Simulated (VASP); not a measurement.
# SnSe2 (P-3m1) in VASP: notebook

The runs below take SnSe2 through relaxation of cell and atoms, with r2SCAN, r2SCAN+rVV10.

Program: VASP 6.6.1. These are calculated values, not measurements. Logs are shortened: lines on timing, memory, paths and dates and some standing lists are left out, and cuts for length are marked.

## (1) The structure

Symmetry: P-3m1, No. 164, trigonal system. The conventional cell has a = 3.843 Å, b = 3.843 Å, c = 6.537 Å, α = 90.00°, β = 90.00°, γ = 120.00°. Sn (site symmetry -3m) is surrounded by 6 Se at 2.72 Å. Se (site symmetry 3m) is surrounded by 3 Sn at 2.72 Å.

## (2) Relaxation of cell and atoms, r2SCAN

File INCAR:

```
PREC = Accurate ; ENCUT = 600
EDIFF = 1E-7 ; ISMEAR = 0
SIGMA = 0.03 ; LREAL = False
LASPH = True ; NELM = 80
ALGO = Normal ; ISIF = 3
LWAVE = False ; LCHARG = False
METAGGA = R2SCAN ; LMIXTAU = True
IBRION = 2 ; NSW = 90
EDIFFG = -0.005
```

File KPOINTS:

```
Automatic mesh
0
Gamma
  9 9 5
```

File POSCAR:

```
SnSe2                                   
1.0
    3.8425213780      0.0000000000      0.0000000000
   -1.9212606890      3.3277211279      0.0000000000
   -0.0000000000     -0.0000000000      6.5365175721
  Sn              Se            
     1     2
Direct
     0.0000000000000000    0.0000000000000000    0.0000000000000000
     0.3333333332999970    0.6666666667000030    0.2408219906332984
     0.6666666667000030    0.3333333332999970    0.7591780093667015
```

Potentials or basis: VASP PAW PBE potentials, release 64 (Sn_d, Se).

Command:

```
> cat potpaw_PBE.64/Sn_d/POTCAR potpaw_PBE.64/Se/POTCAR > POTCAR
> mpirun -np 1 vasp_std > vasp.out
```

OUTCAR:

```text
PREC = Accurate
   ENCUT = 600
   EDIFF = 1E-7
   ISMEAR = 0
   LREAL = False
   LASPH = True
   NELM = 80
   ISIF = 3
   METAGGA = R2SCAN
   IBRION = 2
   NSW = 90
   EDIFFG = -0.005

 ion  position               nearest neighbor table
   1  0.000  0.000  0.000-   2 2.72   3 2.72   2 2.72   3 2.72   3 2.72   2 2.72
   2  0.333  0.667  0.241-   1 2.72   1 2.72   1 2.72
   3  0.667  0.333  0.759-   1 2.72   1 2.72   1 2.72

  LATTYP: Found a hexagonal cell.
 ALAT       =     3.8425213780
 C/A-ratio  =     1.7011011597

  Lattice vectors:

 A1 = (   3.8425213780,   0.0000000000,   0.0000000000)
 A2 = (  -1.9212606890,   3.3277211279,   0.0000000000)
 A3 = (   0.0000000000,   0.0000000000,   6.5365175721)

Analysis of symmetry for initial positions (statically):
=====================================================================
 Subroutine PRICEL returns:
 Original cell was already a primitive cell.

 Routine SETGRP: Setting up the symmetry group for a
 hexagonal supercell.

 Subroutine GETGRP returns: Found 12 space group operations
 (whereof 12 operations were pure point group operations)
 out of a pool of 24 trial point group operations.

The static configuration has the point symmetry D_3d.

Analysis of symmetry for dynamics (positions and initial velocities):
=====================================================================
 Subroutine PRICEL returns:
 Original cell was already a primitive cell.

 Routine SETGRP: Setting up the symmetry group for a
 hexagonal supercell.

 Subroutine GETGRP returns: Found 12 space group operations
 (whereof 12 operations were pure point group operations)
 out of a pool of 24 trial point group operations.

The dynamic configuration has the point symmetry D_3d.

 Subroutine INISYM returns: Found 12 space group operations
 (whereof 12 operations are pure point group operations),
 and found     1 'primitive' translations

----------------------------------------------------------------------------------------

                                     Primitive cell

  volume of cell :      83.5814

  direct lattice vectors                    reciprocal lattice vectors
     3.842521378  0.000000000  0.000000000     0.260245787  0.150252975  0.000000000
    -1.921260689  3.327721128  0.000000000     0.000000000  0.300505950  0.000000000
     0.000000000  0.000000000  6.536517572     0.000000000  0.000000000  0.152986661

  length of vectors
     3.842521378  3.842521378  6.536517572     0.300505950  0.300505950  0.152986661
[... 87 lines left out ...]
   IBRION =      2    ionic relax: 0-MD 1-quasi-New 2-CG
   NFREE  =      1    steps in history (QN), initial steepest desc. (CG)
   ISIF   =      3    stress and relaxation
   ISYM   =      2    0-nonsym 1-usesym 2-fastsym
   POTIM  = 0.5000    time-step for ionic-motion
   TEBEG  =    0.0;   TEEND  =   0.0 temperature during run
   PSTRESS=    0.0 pullay stress
   NELECT =      26.0000    total number of electrons
   NUPDOWN=      -1.0000    fix difference up-down
   EMIN   =  10.00;   EMAX   =-10.00  energy-range for DOS
   EFERMI =   0.00;   METHOD = LEGACY
   ISMEAR =     0;   SIGMA  =   0.03  broadening in eV -4-tet -1-fermi 0-gaus
   EFERMI_NEDOS =   21; number of points for ismear=-14 and -15
   IALGO  =     38    algorithm
   IMIX   =      4    mixing-type and parameters
     AMIX     =   0.40;   BMIX     =  1.00
     AMIX_MAG =   1.60;   BMIX_MAG =  1.00
  volume/ion in A,a.u.               =      27.86       188.01
  Fermi-wavevector in a.u.,A,eV,Ry     =   1.109250  2.096178 16.741089  1.230435
  Thomas-Fermi vector in A             =   2.245787
   LORBIT       =      0    0 simple, 1 ext, 2 COOP (PROOUT), +10 PAW based schemes
   METAGGA = R2SCAN    functional components
   LHFCALC =     F    Hartree Fock is set to
   AEXX    =    0.0000 exact exchange contribution
   IVDW    =     0    specifies the selected vdW correction
   LEPSILON=     F    determine dielectric tensor
   LRPA    =     F    only Hartree local field effects (RPA)
 conjugate gradient relaxation of ions
 non-spin polarized calculation
 Gauss-broadening in eV      SIGMA  =   0.03
  energy-cutoff  :      600.00
  volume of cell :       83.58
 maximum number of plane-waves:      2822
 NGX is ok and might be reduce to    32
   NGX = 15   NGY = 15   NGZ = 27

 number of electron      25.9999998 magnetization

 Free energy of the ion-electron system (eV)
  ---------------------------------------------------
  ext. energy  EPLUGINS =         0.00000000
  ---------------------------------------------------
  free energy    TOTEN  =       -54.64105355 eV

  energy without entropy =      -54.64105355  energy(sigma->0) =      -54.64105355

 E-fermi :   3.1677     XC(G=0):  -9.5704

 val. band max:        2.9904554150   @ k =   0.1111   0.0000   0.2000
 cond. band min:       4.0291900540   @ k =   0.0000   0.4444   0.4000
 fundamental gap:      1.0387346389
 Fermi energy:         3.1677041571

 k-point     1 :       0.0000    0.0000    0.0000
  band No.  band energies     occupation
      1     -18.8067      2.00000
      2     -18.8066      2.00000
      3     -18.7524      2.00000
      4     -18.7451      2.00000
      5     -18.7451      2.00000
      6     -11.0787      2.00000
[... 457 lines left out ...]
      4     -18.7408      2.00000
      5     -18.7288      2.00000
      6     -10.2572      2.00000
[... 9 lines left out ...]
     16       8.5697      0.00000
     17       9.8097      0.00000

 [... further k-points ...]

------------------------ aborting loop because EDIFF is reached ----------------------------------------

  FORCE on cell =-STRESS in cart. coord.  units (eV):
  Direction    XX          YY          ZZ          XY          YZ          ZX
  --------------------------------------------------------------------------------------
  -------------------------------------------------------------------------------------
  Total       -0.0143995     -0.0143995     -0.0073961      0.0000000      0.0000000      0.0000000
  in kB       -0.2760242     -0.2760242     -0.1417756      0.0000000      0.0000000      0.0000000
  external PRESSURE =      -0.2312747 kB  Pullay stress =       0.0000000 kB

 VOLUME and BASIS-vectors are now :
 -----------------------------------------------------------------------------
  energy-cutoff  :      600.00
  volume of cell :       83.58
      direct lattice vectors                 reciprocal lattice vectors
     3.842521378  0.000000000  0.000000000     0.260245787  0.150252975  0.000000000
    -1.921260689  3.327721128  0.000000000     0.000000000  0.300505950  0.000000000
     0.000000000  0.000000000  6.536517572     0.000000000  0.000000000  0.152986661

 POSITION                                       TOTAL-FORCE (eV/Angst)
 -----------------------------------------------------------------------------------
      0.00000      0.00000      0.00000         0.000000      0.000000      0.000000
     -0.00000      2.21848      1.57414         0.000000      0.000000      0.004214
      1.92126      1.10924      4.96238        -0.000000      0.000000     -0.004214
 -----------------------------------------------------------------------------------
    total drift:                                0.000000     -0.000000      0.000000

  FREE ENERGIE OF THE ION-ELECTRON SYSTEM (eV)
  ---------------------------------------------------
  free  energy   TOTEN  =       -54.6410535463 eV

  energy  without entropy=      -54.6410535463  energy(sigma->0) =      -54.64105355

 reached required accuracy - stopping structural energy minimisation
```

CONTCAR:

```text
SnSe2
   1.00000000000000
     3.8425213779999998    0.0000000000000000    0.0000000000000000
    -1.9212606889999999    3.3277211278999999    0.0000000000000000
     0.0000000000000000    0.0000000000000000    6.5365175721000002
  Sn              Se
     1     2
Direct
     0.0000000000000000    0.0000000000000000    0.0000000000000000
     0.3333333332999970    0.6666666667000030    0.2408219906333002
     0.6666666667000030    0.3333333332999970    0.7591780093666998

  0.00000000E+00  0.00000000E+00  0.00000000E+00
  0.00000000E+00  0.00000000E+00  0.00000000E+00
  0.00000000E+00  0.00000000E+00  0.00000000E+00
```

It took 2.6 min on 1 thread of Intel Xeon 6975P-C (Granite Rapids), shared host; peak memory 0.29 GiB.

What came out:

```yaml
Free_energy: -54.6411 eV
Pressure_after_relaxing: 0.0 GPa
Largest_force_after_relaxing: 0.004 eV/Å
Band_gap_on_the_k_mesh: 1.04 eV, indirect (least direct gap 1.48 eV)
```

Forces on the atoms (eV/Å):
```
Sn   0.000  0.000  0.000
Se   0.000  0.000  0.004
Se   0.000  0.000 -0.004
```

Final structure:
```
Sn Se
1.0
     3.84252    0.00000    0.00000
    -1.92126    3.32772    0.00000
     0.00000    0.00000    6.53652
Sn Se
1 2
Direct
  0.00000 0.00000 0.00000
  0.33333 0.66667 0.24082
  0.66667 0.33333 0.75918
```

Levels at points of the mesh, in eV from the valence-band top:
```tsv
k point	band 10	band 11	band 12	band 13	band 14	band 15	band 16	band 17
(0.00, 0.00, 0.00)	-0.53	-0.27	-0.19	-0.19	1.50	3.61	5.06	5.06
```

Caveat: the relaxation stopped at its first step, so nothing moved; the PAW data sets were made with another functional, which shifts forces and pressure a little; spin-orbit coupling is left out, which moves the levels of the heavy elements; an odd mesh through Γ misses points on the zone boundary, where band edges often lie.

## (3) Relaxation of cell and atoms, r2SCAN+rVV10

This run uses another cell than the first one, of 25.73 Å³/atom, 0.923 times its volume.

File INCAR:

```
PREC     = Accurate       # precision mode
ENCUT    = 600            # plane-wave cutoff, eV
EDIFF    = 1E-6           # SCF threshold, eV
ISMEAR   = 0              # smearing method
SIGMA    = 0.03           # smearing width, eV
LREAL    = F              # projectors in reciprocal space
LASPH    = T              # aspherical terms in the spheres
NELM     = 80             # most SCF steps
ALGO     = Normal         # electronic algorithm
ISIF     = 3              # what is computed and relaxed
LWAVE    = F              # write WAVECAR
LCHARG   = F              # write CHGCAR
METAGGA  = R2SCAN         # meta-GGA
LMIXTAU  = T            
LUSE_VDW = T            
IVDW_NL  = 2            
BPARAM   = 11.95        
CPARAM   = 0.0093       
IBRION   = 2              # ionic algorithm
NSW      = 90             # ionic steps
EDIFFG   = -0.01          # ionic threshold
```

File KPOINTS:

```
regular mesh
0
Gamma
  9 9 5
```

File POSCAR:

```
SnSe2
1.0
    3.8110000000      0.0000000000      0.0000000000
   -1.9055000000      3.3004228138      0.0000000000
    0.0000000000      0.0000000000      6.1360000000
Sn Se
1 2
Direct
    0.0000000000      0.0000000000      0.0000000000
    0.3333333333      0.6666666667      0.2490000000
    0.6666666667      0.3333333333      0.7510000000
```

Potentials or basis: VASP PAW PBE potentials, release 64 (Sn_d, Se).

Command:

```
> cat potpaw_PBE.64/Sn_d/POTCAR potpaw_PBE.64/Se/POTCAR > POTCAR
> mpirun -np 1 vasp_std > vasp.out
```

It took 22 min on 1 thread of Intel Xeon 6975P-C (Granite Rapids), shared host; peak memory 0.44 GiB.

The run converged. Its results:

* Free energy: -53.9791 eV
* Relaxed volume: 26.47 Å³/atom
* Relaxed cell: a = 3.829 Å, b = 3.829 Å, c = 6.255 Å, α = 90.00°, β = 90.00°, γ = 120.00°
* Space group after relaxing (to 0.05 Å): P-3m1 (No. 164)
* Energy gained by relaxing: 11.6 meV/atom
* Ionic steps: 7
* Pressure after relaxing: 0.0 GPa
* Largest force after relaxing: 0.009 eV/Å
* Band gap on the k mesh: 0.95 eV, indirect (least direct gap 1.49 eV)

Forces on the atoms (eV/Å):
```
Sn   0.000  0.000  0.000
Se   0.000  0.000  0.009
Se   0.000  0.000 -0.009
```

The path:
```csv
step,energy change (eV),largest force (eV/Å),pressure (GPa),volume (Å³)
1,0.0000,0.5812,2.90,77.18
2,-0.0047,0.3693,-2.69,82.49
3,-0.0330,0.0627,-0.22,79.86
4,-0.0330,0.0724,-0.16,79.81
5,-0.0345,0.0331,-0.05,79.55
6,-0.0347,0.0110,0.01,79.41
7,-0.0347,0.0092,0.02,79.40
```

Final structure:
```
Sn Se
1.0
     3.82860    0.00000    0.00000
    -1.91430    3.31566    0.00000
     0.00000    0.00000    6.25507
Sn Se
1 2
Direct
  0.00000 0.00000 0.00000
  0.33333 0.66667 0.25219
  0.66667 0.33333 0.74781
```

Levels at points of the mesh, in eV from the valence-band top:
```
           k point  band 11  band 12  band 13  band 14  band 15  band 16
(0.00, 0.00, 0.00)    -0.27    -0.27    -0.10     1.42     3.57     5.07
```

Caveat: the PAW data sets were made with another functional, which shifts forces and pressure a little; spin-orbit coupling is left out, which moves the levels of the heavy elements; an odd mesh through Γ misses points on the zone boundary, where band edges often lie.
